How can a crystal become larger and softer when not one atom in it has been exchanged? Every row below describes the same rutile TiO₂. Only the density functional differs, the rule that turns the electron density into an exchange and correlation energy. The equilibrium volume is where each energy curve has its minimum, and the bulk modulus B is the resistance to a uniform change of volume there.

GPAW 26.7.0, PAW DFT without spin polarisation or spin-orbit coupling, for rutile TiO₂ with a 4 × 4 × 6 k mesh, Fermi-Dirac smearing of 0.05 eV and no added dispersion correction. Each fit uses seven volumes from 0.94 to 1.06 times the given cell (10.44 Å³/atom), with shape and atomic fractions fixed. PBE used a real-space grid (0.16 Å spacing), the others plane waves.

```
functional                                           potentials  wave cutoff  equilibrium volume (Å³/atom)  equilibrium volume change (% of the given cell)  bulk modulus (GPa)  bulk modulus slope
       LDA  PAW-data-sets-made-by gpaw-setup-for-the-functional       800 eV                        10.122                                           -3.010              262.10               4.280
       PBE                 GPAW-PAW-data-sets-(gpaw-data-1.2.1)          n/a                        10.741                                            2.930              225.60               3.940
  BEEF-vdW                 GPAW-PAW-data-sets-(gpaw-data-1.2.1)       800 eV                        10.753                                            3.050              219.20               4.550
   C09-vdW                 GPAW-PAW-data-sets-(gpaw-data-1.2.1)       800 eV                        10.445                                            0.090              243.40               4.300
 vdW-DF-cx                 GPAW-PAW-data-sets-(gpaw-data-1.2.1)       800 eV                        10.500                                            0.620              239.10               4.310
```

The first row, LDA, gives the smallest and stiffest crystal. LDA treats each point of the solid as if it sat in a uniform electron gas of the local density. That rule is known to bind many solids too tightly. Here its minimum lies 3% below the volume of the given cell, and it serves as the base from which the other functionals are measured.

The step to PBE expands the crystal by about 6% and lowers its modulus from 262 to 226 GPa. To see what drives this, subtract the LDA energy curve from the PBE curve. The constant part of the difference has no meaning, but its slope does: from the smallest to the largest volume computed, PBE falls by 0.112 eV per atom relative to LDA. The volume grows meanwhile by 12% of 10.44, or 1.25 Å³ per atom, so the slope is 0.09 eV/Å³, about 14 GPa. Changing LDA into PBE acts on the crystal like an outward push of that pressure.

The likely source of the push is PBE's dependence on the density gradient. Gradient-corrected exchange lowers the energy where the density changes quickly compared with its own size. As titanium and oxygen move apart, the density between them thins and becomes more uneven in this relative sense, so expansion earns an energy gain that LDA does not offer. This is standard theory; the calculations give the total push but do not divide it into exchange and correlation.

An outward push softens a crystal because stretched bonds resist less. The bulk modulus slope B′ measures this: it is the change of B per unit of pressure, about 4.3 for LDA. A push p therefore takes B′p off the LDA modulus. If this were the whole story, PBE would have a modulus near 201 GPa, well below the tabulated value.

What is missing is that the push fades as the crystal grows, from about 15 GPa on the compressed side to below 14 on the expanded side. A fading push is itself a form of stiffness. Expand the crystal a little and less outward help remains; compress it and the push grows and resists. Theory makes the fading plausible, since the overlap of neighbouring ions, on which the energy gain depends, dies away with distance. With B₀ for the LDA modulus and V for the volume, the balance reads

B = B₀ − B′p − V dp/dV

For PBE at its own minimum the push is 13.7 GPa. The loss is 4.28 × 13.7, about 59 GPa, and the fading returns about 24 GPa. The estimate is 262 − 59 + 24 = 227 GPa, close to the tabulated 226. The volume follows from the same push, through the Murnaghan form of the LDA curve:

V = V(LDA) × (1 − B′p/B₀)^(−1/B′)

Here B′p/B₀ is 59/262, or 0.22, which stretches the LDA volume by 6%, as the table has it. The push was taken from the same energy curves that gave the tabulated volumes and moduli. The agreement therefore shows that the two terms account for the change, not that the model can predict an unseen functional.

The returned stiffness becomes visible when all functionals are compared at one volume, that of the given cell. There LDA is the softest, at 230 GPa, while the other four lie between 244 and 253 GPa. LDA's lead at the separate minima thus comes from its smaller volume and not from stronger resistance at equal spacing. The same holds for the lead of C09-vdW and vdW-DF-cx over PBE and BEEF-vdW, but not for the gap between PBE and BEEF-vdW, whose volumes nearly coincide. For practical work this means that a modulus should be quoted together with the volume at which it was computed, because fixing the cell can turn the ranking round.

BEEF-vdW, the third row, pushes about as hard as PBE and ends at almost the same volume. The two differ by 0.012 Å³ per atom, about as much as the mismatch between LDA's energy minimum and the zero of its computed pressure. They also differ in technique, since PBE alone was run on a real-space grid. Tests on other systems show that such grids can add errors to the energy as atoms shift against the grid points. The PBE run itself gave no such warning, and the size of any grid error was not measured here. Their order in volume should not be read as physics.

BEEF-vdW is also where the simple balance does worst, giving a modulus about 5 GPa too high. At the volume of the given cell the balance still holds to within 1 GPa, so the error enters on the way out to the minimum. There the energy curves show the BEEF-vdW push fading more slowly than the steady rate assumed in the balance, so less stiffness is returned. This row has the largest bulk modulus slope, 4.55, and PBE has the smallest, 3.94, while the other three lie near 4.3. Both minima have only two computed volumes beyond them, and PBE may carry an unmeasured grid error besides, which leaves the slopes poorly secured, and I can give no physical reason for the contrast.

The last two rows turn back towards LDA. C09-vdW and vdW-DF-cx push with only 54% and 63% of the PBE strength, and their crystals are accordingly smaller and stiffer than those of PBE and BEEF-vdW. Their exchange parts respond more gently to moderate density gradients than that of PBE, and both functionals reduce the overlong distances of earlier van der Waals functionals. A gentler response means less energy gained by moving the ions apart, which fits the weaker push.

It is tempting to credit the return to the nonlocal correlation that these two functionals contain, since it describes van der Waals attraction. No separate dispersion correction was added; the term is part of the functional itself. BEEF-vdW contains such a term as well, yet it sits beside PBE, which has none. The three functionals with nonlocal correlation span 0.31 of the 0.63 Å³ per atom covered by the whole table. Its mere presence does not fix the volume; what counts is the slope of the complete functional relative to LDA.

That slope is the quantity to look for when placing another functional in this series. The steeper its energy falls on expansion relative to LDA, the larger the crystal; how fast the slope fades decides how much of the stiffness lost by stretching is returned. The sizes found here carry some uncertainty, because LDA used separately generated atomic data sets, PBE alone used a real-space grid, and the coarse k mesh was not tested for convergence. The five rows are also a selection, with failed runs and runs with known program faults left out, so the pattern rests on few functionals. The moduli also belong to a cell of fixed shape with fixed atomic fractions, and letting these relax is expected to soften the response somewhat. The printed analysis after this text lists the push and the resulting balance for each functional.

Printed output of the fit:

```
Outward push relative to LDA in GPa:
        row  compressed side  at given volume  expanded side
        LDA                0                0              0
        PBE            15.06            14.37          13.68
   BEEF-vdW            15.25            14.61          13.96
    C09-vdW            8.197            7.739          7.282
  vdW-DF-cx            9.523            9.029          8.536
Modulus at the given volume in GPa:
        row  from each fit  excess over LDA  stiffness from fading push
        LDA            230                0                           0
        PBE          252.8            22.74                       22.88
   BEEF-vdW          251.2            21.21                       21.63
    C09-vdW          244.4            14.33                       15.25
  vdW-DF-cx          245.5            15.51                       16.46
LDA curve plus push (A^3/atom and GPa):
        row  V constant push  B constant push  V fading push  B fading push  B miss fading
        LDA            10.12            262.1          10.12          262.1              0
        PBE            10.77            200.6          10.74            227          1.354
   BEEF-vdW            10.79            199.6          10.75          224.6          5.448
    C09-vdW            10.45              229          10.45          244.3         0.9036
  vdW-DF-cx            10.51            223.5           10.5          240.5           1.36
Volume rise from LDA to BEEF-vdW in %: 6.234
Modulus drop from LDA to BEEF-vdW in %: 16.37
Fall of PBE energy relative to LDA over the volume range in eV/atom: 0.1123
PBE modulus lost by expansion along the LDA curve in GPa: 58.69
PBE modulus gained from the fading push in GPa: 23.55
C09-vdW push as % of the PBE push: 53.85
vdW-DF-cx push as % of the PBE push: 62.83
Volume span of the three nonlocal rows in A^3/atom: 0.308
Volume span of all rows in A^3/atom: 0.631
BEEF-vdW volume less PBE volume in A^3/atom: 0.012
LDA energy minimum less zero of computed pressure in A^3/atom: 0.0118
```
